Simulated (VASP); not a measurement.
# Sn2Ge (I4_1/amd) in VASP: a series of runs

Runs on Sn2Ge. Level: PBE. Tasks: single point, relaxation of cell and atoms.

Everything below comes from runs of VASP 6.6.1. Logs are shortened: lines on timing, memory, paths and dates and some standing lists are left out, and cuts for length are marked.

### Step 1. The crystal as given

The structure is tetragonal, space group I4_1/amd (No. 141). The conventional cell has a = 4.498 Å, b = 4.498 Å, c = 19.131 Å, α = 90.00°, β = 90.00°, γ = 90.00°. Around Sn (site symmetry 2mm) lie 2 Ge at 2.71 Å and 2 Sn at 2.84 Å. Ge (site symmetry -4m2) has 4 Sn at 2.71 Å as nearest neighbours.

The cell was built by a generator and needn't be a form met in nature.

### Step 2. Single point, PBE

INCAR reads:

```
SYSTEM = Sn2Ge
  PREC = Normal
  ENCUT = 520
  EDIFF = 1E-5
  ISMEAR = 0
  SIGMA = 0.15
  LREAL = Auto
  LASPH = .True.
  NELM = 80
  ALGO = Fast
  ISIF = 2
  LWAVE = .False.
  LCHARG = .False.
  GGA = PE
```

KPOINTS reads:

```
Automatic mesh
0
Gamma
  2 2 2
  0 0 0
```

POSCAR reads:

```
Sn2Ge
1.0
   -2.2489700000      2.2489700000      9.5655800000
    2.2489700000     -2.2489700000      9.5655800000
    4.4979400000      4.4979400000    -19.1311600000
Sn Ge
8 4
Direct
    0.0794960000      0.5794960000      0.2500000000
    0.0794960000      0.5794960000      0.7500000000
    0.4205040000      0.9205040000      0.2500000000
    0.4205040000      0.9205040000      0.7500000000
    0.3294960000      0.3294960000      0.0000000000
    0.3294960000      0.3294960000      0.5000000000
    0.6705040000      0.6705040000      0.0000000000
    0.6705040000      0.6705040000      0.5000000000
    0.0000000000      0.0000000000      0.0000000000
    0.0000000000      0.0000000000      0.5000000000
    0.7500000000      0.2500000000      0.2500000000
    0.7500000000      0.2500000000      0.7500000000
```

Potentials or basis: VASP PAW PBE potentials, release 64 (Sn_d, Ge_d).

Launch:

```
$ cat potpaw_PBE.64/Sn_d/POTCAR potpaw_PBE.64/Ge_d/POTCAR > POTCAR
$ mpirun -np 4 vasp_std > vasp.out
```

OUTCAR:

```text
SYSTEM = Sn2Ge
   PREC = Normal
   ENCUT = 520
   EDIFF = 1E-5
   ISMEAR = 0
   LREAL = Auto
   LASPH = .True.
   NELM = 80
   ISIF = 2
   GGA = PE

 ion  position               nearest neighbor table
   1  0.079  0.579  0.250-  10 2.71   9 2.71   7 2.84   8 2.84
   2  0.079  0.579  0.750-   9 2.71  10 2.71   8 2.84   7 2.84
   3  0.421  0.921  0.250-  10 2.71   9 2.71   6 2.84   5 2.84
   4  0.421  0.921  0.750-   9 2.71  10 2.71   5 2.84   6 2.84
   5  0.329  0.329  0.000-  11 2.71  12 2.71   4 2.84   3 2.84
   6  0.329  0.329  0.500-  12 2.71  11 2.71   3 2.84   4 2.84
   7  0.671  0.671  0.000-  11 2.71  12 2.71   1 2.84   2 2.84
   8  0.671  0.671  0.500-  12 2.71  11 2.71   2 2.84   1 2.84
   9  0.000  0.000  0.000-   1 2.71   2 2.71   3 2.71   4 2.71
  10  0.000  0.000  0.500-   2 2.71   1 2.71   4 2.71   3 2.71
  11  0.750  0.250  0.250-   6 2.71   5 2.71   8 2.71   7 2.71
  12  0.750  0.250  0.750-   5 2.71   6 2.71   7 2.71   8 2.71

  LATTYP: Found a base centered orthorhombic cell.
 ALAT       =     6.3610477507
 B/A-ratio  =     3.0075485596
 C/A-ratio  =     1.0000000000

  Lattice vectors:

 A1 = (   2.2489700000,  -2.2489700000,  -9.5655800000)
 A2 = (   2.2489700000,  -2.2489700000,   9.5655800000)
 A3 = (  -4.4979400000,  -4.4979400000,   0.0000000000)

Analysis of symmetry for initial positions (statically):
=====================================================================
 Subroutine PRICEL returns following result:

  LATTYP: Found a body centered tetragonal cell.
 ALAT       =     4.4979400000
 C/A-ratio  =     4.2533159624

  Lattice vectors:

 A1 = (  -2.2489700000,   2.2489700000,   9.5655800000)
 A2 = (   2.2489700000,  -2.2489700000,   9.5655800000)
 A3 = (   2.2489700000,   2.2489700000,  -9.5655800000)

   2 primitive cells build up your supercell.

 Routine SETGRP: Setting up the symmetry group for a
 base centered orthorhombic supercell.

 Subroutine GETGRP returns: Found  8 space group operations
 (whereof  4 operations were pure point group operations)
 out of a pool of  8 trial point group operations.

The static configuration has the point symmetry D_2 .
 The point group associated with its full space group is D_2h.

Analysis of symmetry for dynamics (positions and initial velocities):
=====================================================================
 Subroutine PRICEL returns following result:

  LATTYP: Found a body centered tetragonal cell.
 ALAT       =     4.4979400000
 C/A-ratio  =     4.2533159624

  Lattice vectors:

 A1 = (  -2.2489700000,   2.2489700000,   9.5655800000)
 A2 = (   2.2489700000,  -2.2489700000,   9.5655800000)
 A3 = (   2.2489700000,   2.2489700000,  -9.5655800000)

   2 primitive cells build up your supercell.

 Routine SETGRP: Setting up the symmetry group for a
 base centered orthorhombic supercell.

 Subroutine GETGRP returns: Found  8 space group operations
 (whereof  4 operations were pure point group operations)
 out of a pool of  8 trial point group operations.

The dynamic configuration has the point symmetry D_2 .
 The point group associated with its full space group is D_2h.

 Subroutine INISYM returns: Found  8 space group operations
 (whereof  4 operations are pure point group operations),
 and found     2 'primitive' translations

----------------------------------------------------------------------------------------

                                     Primitive cell

  volume of cell :     193.5257

  direct lattice vectors                    reciprocal lattice vectors
    -2.248970000  2.248970000  9.565580000     0.000000000  0.222323997  0.052270746
     2.248970000 -2.248970000  9.565580000     0.222323997  0.000000000  0.052270746
     2.248970000  2.248970000 -9.565580000     0.222323997  0.222323997  0.000000000

  length of vectors
    10.080478801 10.080478801 10.080478801     0.228386056  0.228386056  0.314413612

  position of ions in fractional coordinates (direct lattice)
     0.079496000  0.579496000  0.500000000
     0.420504000  0.920504000  0.500000000
     0.329496000  0.329496000  0.000000000
     0.670504000  0.670504000  0.000000000
     0.000000000  0.000000000  0.000000000
     0.750000000  0.250000000  0.500000000

  ion indices of the primitive-cell ions
   primitive index   ion index
                 1           1
                 2           3
                 3           5
                 4           7
                 5           9
                 6          11

----------------------------------------------------------------------------------------

 KPOINTS: Automatic mesh

Automatic generation of k-mesh.
 Grid dimensions read from file:
 generate k-points for:    2    2    2

 Generating k-lattice:

  Cartesian coordinates                     Fractional coordinates (reciprocal lattice)
     0.000000000  0.111161999  0.026135373     0.500000000  0.000000000  0.000000000
[... 73 lines left out ...]
 Gauss-broadening in eV      SIGMA  =   0.15
  energy-cutoff  :      520.00
  volume of cell :      387.05
 maximum number of plane-waves:     10455
   NGX = 37   NGY = 37   NGZ = 75

 number of electron     167.9999883 magnetization

 Free energy of the ion-electron system (eV)
  ---------------------------------------------------
  ext. energy  EPLUGINS =         0.00000000
  ---------------------------------------------------
  free energy    TOTEN  =       -48.06282560 eV

  energy without entropy =      -48.01968426  energy(sigma->0) =      -48.04125493

 E-fermi :   4.6742     XC(G=0):  -8.8803

 val. band max:        4.2524131477   @ k =   0.5000   0.5000   0.0000
 cond. band min:       4.6749114758   @ k =   0.5000   0.0000   0.0000
 fundamental gap:      0.4224983281
 Fermi energy:         4.6741899694

 k-point     1 :       0.0000    0.0000    0.0000
  band No.  band energies     occupation
      1     -19.6999      2.00000
      2     -19.6999      2.00000
      3     -19.6993      2.00000
      4     -19.6992      2.00000
      5     -19.6988      2.00000
      6     -19.6988      2.00000
[... 88 lines left out ...]
     95       7.1465      0.00000
     96       7.3092      0.00000

 k-point     2 :       0.5000    0.0000    0.0000
  band No.  band energies     occupation
      1     -19.6996      2.00000
      2     -19.6996      2.00000
      3     -19.6996      2.00000
      4     -19.6996      2.00000
      5     -19.6985      2.00000
      6     -19.6985      2.00000
[... 88 lines left out ...]
     95       8.3323      0.00000
     96       8.4454      0.00000

 k-point     3 :       0.5000    0.5000    0.0000
  band No.  band energies     occupation
      1     -19.6999      2.00000
      2     -19.6999      2.00000
      3     -19.6993      2.00000
      4     -19.6993      2.00000
      5     -19.6988      2.00000
      6     -19.6988      2.00000
[... 88 lines left out ...]
     95       7.3092      0.00000
     96       7.3092      0.00000

 k-point     4 :       0.0000    0.0000    0.5000
  band No.  band energies     occupation
      1     -19.6998      2.00000
      2     -19.6998      2.00000
      3     -19.6997      2.00000
      4     -19.6997      2.00000
      5     -19.6987      2.00000
      6     -19.6987      2.00000
[... 88 lines left out ...]
     95       8.8249      0.00000
     96       8.8337      0.00000

 k-point     5 :       0.5000    0.0000    0.5000
  band No.  band energies     occupation
      1     -19.6998      2.00000
      2     -19.6998      2.00000
      3     -19.6997      2.00000
      4     -19.6997      2.00000
      5     -19.6987      2.00000
      6     -19.6987      2.00000
[... 88 lines left out ...]
     95       8.8180      0.00000
     96       8.8599      0.00000

 k-point     6 :       0.5000    0.5000    0.5000
  band No.  band energies     occupation
      1     -19.6997      2.00000
      2     -19.6997      2.00000
      3     -19.6997      2.00000
      4     -19.6997      2.00000
      5     -19.6987      2.00000
      6     -19.6987      2.00000
[... 88 lines left out ...]
     95       8.2478      0.00000
     96       8.2888      0.00000
 [bands above 96 left out]

------------------------ aborting loop because EDIFF is reached ----------------------------------------

  FORCE on cell =-STRESS in cart. coord.  units (eV):
  Direction    XX          YY          ZZ          XY          YZ          ZX
  --------------------------------------------------------------------------------------
  -------------------------------------------------------------------------------------
  Total        1.9316711      1.9316711      0.2587421     -0.0524954     -0.0000000      0.0000000
  in kB        7.9960436      7.9960436      1.0710482     -0.2173016     -0.0000000      0.0000000
  external PRESSURE =       5.6877118 kB  Pullay stress =       0.0000000 kB

 VOLUME and BASIS-vectors are now :
 -----------------------------------------------------------------------------
  energy-cutoff  :      520.00
  volume of cell :      387.05
      direct lattice vectors                 reciprocal lattice vectors
    -2.248970000  2.248970000  9.565580000     0.000000000  0.222323997  0.052270746
     2.248970000 -2.248970000  9.565580000     0.222323997  0.000000000  0.052270746
     4.497940000  4.497940000-19.131160000     0.111161999  0.111161999  0.000000000

 POSITION                                       TOTAL-FORCE (eV/Angst)
 -----------------------------------------------------------------------------------
      2.24897      0.00000      1.52085        -0.000000      0.000000     -0.103096
      4.49794      2.24897     -8.04473        -0.000000      0.000000     -0.103096
      2.24897      0.00000      8.04473        -0.000000      0.000000      0.103096
      4.49794      2.24897     -1.52085        -0.000000      0.000000      0.103096
      0.00000      0.00000      6.30364         0.000000     -0.000000     -0.103096
      2.24897      2.24897     -3.26194         0.000000     -0.000000     -0.103096
      0.00000      0.00000     12.82752         0.000000     -0.000000      0.103096
      2.24897      2.24897      3.26194         0.000000     -0.000000      0.103096
      0.00000      0.00000      0.00000         0.000000      0.000000     -0.000000
      2.24897      2.24897     -9.56558         0.000000      0.000000     -0.000000
      0.00000      2.24897      4.78279         0.000000      0.000000     -0.000000
      2.24897      4.49794     -4.78279         0.000000      0.000000     -0.000000
 -----------------------------------------------------------------------------------
    total drift:                                0.000000      0.000000      0.000000

  FREE ENERGIE OF THE ION-ELECTRON SYSTEM (eV)
  ---------------------------------------------------
  free  energy   TOTEN  =       -48.0628255996 eV

  energy  without entropy=      -48.0196842583  energy(sigma->0) =      -48.04125493
```

Run time: 3.8 min. Hardware: 4 MPI ranks of Intel Xeon Platinum 8488C (Sapphire Rapids), shared host; peak memory 0.34 GiB.

Results:

```
Free energy            : -48.0628 eV
Pressure               : 0.6 GPa
Largest force          : 0.103 eV/Å
Band gap on the k mesh : none (metal or under the smearing width)
```

Forces on the atoms (eV/Å):
```
Sn   0.000  0.000 -0.103
Sn   0.000  0.000 -0.103
Sn   0.000  0.000  0.103
Sn   0.000  0.000  0.103
Sn   0.000  0.000 -0.103
Sn   0.000  0.000 -0.103
Sn   0.000  0.000  0.103
Sn   0.000  0.000  0.103
Ge   0.000  0.000  0.000
Ge   0.000  0.000  0.000
Ge   0.000  0.000  0.000
Ge   0.000  0.000  0.000
```

Levels at points of the mesh, in eV from the Fermi level:
| k point | band 80 | band 81 | band 82 | band 83 | band 84 | band 85 | band 86 | band 87 | band 88 | band 89 |
| --- | --- | --- | --- | --- | --- | --- | --- | --- | --- | --- |
| (0.00, 0.00, 0.00) | -1.80 | -1.80 | -1.04 | 0.25 | 0.33 | 0.33 | 0.99 | 1.05 | 1.05 | 1.15 |
| (0.50, 0.00, 0.00) | -1.13 | -0.91 | -0.91 | -0.54 | -0.54 | 0.00 | 0.00 | 1.21 | 1.21 | 1.74 |
| (0.50, 0.50, 0.00) | -2.22 | -1.07 | -1.07 | -0.42 | -0.42 | 0.99 | 0.99 | 1.05 | 1.05 | 1.46 |
| (0.00, 0.00, 0.50) | -1.65 | -1.37 | -1.37 | -1.16 | -1.16 | 1.23 | 1.23 | 1.94 | 1.94 | 2.13 |
| (0.50, 0.00, 0.50) | -1.71 | -1.21 | -1.21 | -0.93 | -0.93 | 1.62 | 1.62 | 1.83 | 1.83 | 2.21 |
| (0.50, 0.50, 0.50) | -2.27 | -0.92 | -0.92 | -0.92 | -0.92 | 1.93 | 1.93 | 1.93 | 1.93 | 2.93 |

Caveat: the k mesh is coarse (spacing up to 0.72 Å⁻¹), so the values aren't converged.

### Step 3. Relaxation of cell and atoms, PBE

This run uses another cell than the first one, of 31.75 Å³/atom, 0.984 times its volume.

INCAR reads:

```
ALGO = Fast
EDIFF = 1E-5
EDIFFG = -0.03
ENCUT = 520
GGA = PE
IBRION = 2
ISIF = 3
ISMEAR = 0
ISYM = 0
LASPH = T
LCHARG = F
LREAL = Auto
LWAVE = F
NELM = 80
NSW = 110
PREC = Normal
SIGMA = 0.15
```

KPOINTS reads:

```
k-points
0
Gamma
  2 2 2
```

POSCAR reads:

```
Sn2Ge
1.0
   -2.4555483100      2.4482642300      9.6502832700
    1.9704734900     -2.0715572500      9.4476691700
    4.9032669300      4.1352848100    -19.1234308700
Sn Ge
8 4
Direct
    0.0744175100      0.5662012300      0.2452941000
    0.0753127200      0.5829419200      0.7482740600
    0.4091134100      0.9265044400      0.2474276200
    0.4154275400      0.9383210900      0.7549326600
    0.3223222200      0.3234878200      0.9934735000
    0.3431150600      0.3252707500      0.5056970900
    0.6792013700      0.6760726200      0.0058545600
    0.6714336200      0.6672780600      0.4982303000
    0.0115535700      0.9879522300      0.9997130800
    0.0100766900      0.0020160700      0.5041787600
    0.7622945600      0.2464837400      0.2566606900
    0.7378925800      0.2462578300      0.7453799900
```

Potentials or basis: VASP PAW PBE potentials, release 64 (Sn_d, Ge_d).

Launch:

```
$ cat potpaw_PBE.64/Sn_d/POTCAR potpaw_PBE.64/Ge_d/POTCAR > POTCAR
$ mpirun -np 4 vasp_std > vasp.out
```

Wall time 43 min (4 MPI ranks of Intel Xeon Platinum 8488C (Sapphire Rapids), shared host); peak memory 0.38 GiB.

The run converged. Its results:

| Property | Result |
| --- | --- |
| Free energy | -48.0780 eV |
| Relaxed volume | 32.62 Å³/atom |
| Relaxed cell | a = 10.019 Å, b = 10.004 Å, c = 20.021 Å, α = 153.77°, β = 153.76°, γ = 37.47° |
| Space group after relaxing (to 0.05 Å) | Pc (No. 7) |
| Energy gained by relaxing | 43.6 meV/atom |
| Ionic steps | 24 |
| Pressure after relaxing | 0.0 GPa |
| Largest force after relaxing | 0.029 eV/Å |
| Band gap on the k mesh | none (metal or under the smearing width) |

Forces on the atoms (eV/Å):
```
Sn   0.002 -0.001  0.020
Sn  -0.002 -0.001 -0.016
Sn  -0.007  0.000  0.007
Sn  -0.027  0.010 -0.004
Sn   0.011  0.006  0.005
Sn  -0.002 -0.011 -0.009
Sn  -0.002 -0.011 -0.004
Sn   0.014  0.011 -0.002
Ge   0.022  0.000  0.007
Ge   0.003  0.004 -0.004
Ge  -0.006 -0.009 -0.008
Ge  -0.006  0.002  0.008
```

The path:
```
step  energy change (eV)  largest force (eV/Å)  pressure (GPa)  volume (Å³)
   1              0.0000                1.1025            1.63       380.99
   2             -0.4213                0.5042            0.41       398.63
   3             -0.4528                0.4019           -0.51       395.34
   4             -0.4534                0.3891           -0.33       394.60
   5             -0.4924                0.2482           -0.43       391.66
   6             -0.4939                0.1926           -0.23       388.73
   7             -0.4968                0.1601            0.04       389.34
   8             -0.5082                0.1225            0.12       388.21
   9             -0.5076                0.1477            0.34       387.96
  10             -0.5080                0.1307            0.38       388.08
  11             -0.5162                0.1405            0.08       392.40
  12             -0.5154                0.1447           -0.08       393.31
  13             -0.5159                0.1419            0.03       392.85
  14             -0.5189                0.0566            0.05       394.07
  15             -0.5187                0.0592           -0.27       394.18
  16             -0.5189                0.0605           -0.21       394.10
  17             -0.5208                0.0860           -0.04       392.12
  18             -0.5209                0.0741           -0.07       392.37
  19             -0.5223                0.0508            0.07       391.09
  20             -0.5223                0.0516            0.02       391.32
  21             -0.5223                0.0452            0.08       391.24
  22             -0.5223                0.0510           -0.01       391.28
  23             -0.5223                0.0457            0.02       391.26
  24             -0.5228                0.0294           -0.03       391.49
```

Final structure:
```
Sn Ge
1.0
    -2.28526    2.28202    9.48397
     2.26122   -2.26742    9.47785
     4.56141    4.52739  -18.96139
Sn Ge
8 4
Cartesian
  2.2534 0.0051 1.4728
  4.5434 2.2641 -7.9706
  2.2629 0.0139 7.9642
  4.5601 2.2694 -1.5001
  -0.0094 0.0096 6.2218
  2.2858 2.2849 -3.2375
  -0.0145 0.0252 12.7117
  2.2528 2.2623 3.2360
  6.7984 2.2677 -9.4985
  2.2538 2.2786 9.4796
  -0.0111 2.2961 4.7444
  2.2726 4.5456 -4.7536
```

Levels at points of the mesh, in eV from the Fermi level:
| k point | band 82 | band 83 | band 84 | band 85 | band 86 | band 87 |
| --- | --- | --- | --- | --- | --- | --- |
| (0.00, 0.00, 0.00) | -1.09 | 0.32 | 0.33 | 0.37 | 0.91 | 1.10 |
| (0.50, 0.00, 0.00) | -0.80 | -0.55 | -0.54 | -0.02 | 0.00 | 1.17 |
| (0.00, 0.50, 0.00) | -0.78 | -0.55 | -0.54 | 0.01 | 0.01 | 1.15 |
| (0.50, 0.50, 0.00) | -1.09 | -0.40 | -0.40 | 0.94 | 0.95 | 1.12 |
| (0.00, 0.00, 0.50) | -1.27 | -1.06 | -1.06 | 1.31 | 1.32 | 1.93 |
| (0.50, 0.00, 0.50) | -1.11 | -0.86 | -0.86 | 1.65 | 1.67 | 1.90 |
| (0.00, 0.50, 0.50) | -1.12 | -0.84 | -0.83 | 1.67 | 1.70 | 1.90 |
| (0.50, 0.50, 0.50) | -0.84 | -0.84 | -0.83 | 1.97 | 1.97 | 1.98 |

Caveat: the k mesh is coarse (spacing up to 0.74 Å⁻¹), so the values aren't converged.
